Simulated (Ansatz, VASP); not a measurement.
## InP in VASP and in Ansatz

Contents of INCAR:

```
SYSTEM = InP
ALGO     = Normal         ! electronic algorithm
EDIFF    = 1E-7           ! SCF threshold, eV
ENCUT    = 520            ! plane-wave cutoff, eV
GGA      = PE             ! functional
ISIF     = 2              ! what is computed and relaxed
ISMEAR   = -1             ! smearing method
LASPH    = .TRUE.         ! aspherical terms in the spheres
LCHARG   = .FALSE.        ! write CHGCAR
LREAL    = .FALSE.        ! projectors in reciprocal space
LWAVE    = .FALSE.        ! write WAVECAR
NBANDS   = 16             ! bands
NELM     = 60             ! most SCF steps
PREC     = Accurate       ! precision mode
SIGMA    = 0.05           ! smearing width, eV
```

The input KPOINTS:

```
k-points
0
G
  8 8 8
  0 0 0
```

File POSCAR:

```
InP
1.0
    0.0000000000      2.8706770916      2.8706770916
    2.8706770916      0.0000000000      2.8706770916
    2.8706770916      2.8706770916      0.0000000000
In P
1 1
Direct
    0.0000000000      0.0000000000      0.0000000000
    0.7500000000      0.7500000000      0.7500000000
```

The input input.yaml:

```yaml
crystal:
  lattice:
    - [0.0, 2.8706770916, 2.8706770916]
    - [2.8706770916, 0.0, 2.8706770916]
    - [2.8706770916, 2.8706770916, 0.0]
  atoms:
    - { symbol: In, position: [0.0, 0.0, 0.0] }
    - { symbol: P, position: [0.75, 0.75, 0.75] }
hamiltonian:
  xc: pbe
  pseudopotentials: { kind: paw }
kpoints:
  mp_grid: { grid: [8, 8, 8] }
scf:
  occupations: { method: fermi_dirac, width: 0.05 }
output:
  forces: true
  stress: true
  eigenvalues: true
```

Change from the starting cell: volume scaled by 0.94.

Alike in both runs: task single point; functional PBE; k mesh 8 × 8 × 8; occupations fermi-dirac, width 0.05 eV; no spin polarisation.

|  | VASP | Ansatz |
| --- | --- | --- |
| version | VASP 6.6.1 | Ansatz 0.2.0 |
| potentials or method | VASP PAW PBE potentials, release 64 (In_d, P) | Ansatz PAW |
| plane-wave cutoff (eV) | 520 | 420 |
| valence electrons in the cell | 18 | 18 |

|  | VASP | Ansatz | Ansatz less VASP |
| --- | --- | --- | --- |
| gap on the k mesh at the Fermi level (eV) | 1.05 | 1.05 | +0.003 |
| least direct gap on the mesh (eV) | 1.05 | 1.05 | +0.003 |
| pressure (GPa) | 8.6 | 8.6 | +0.08 |

The functional is the same, so the differences come from potentials, cutoffs and numerics.

Caveats: spin-orbit coupling is left out, which moves the levels of the heavy elements.
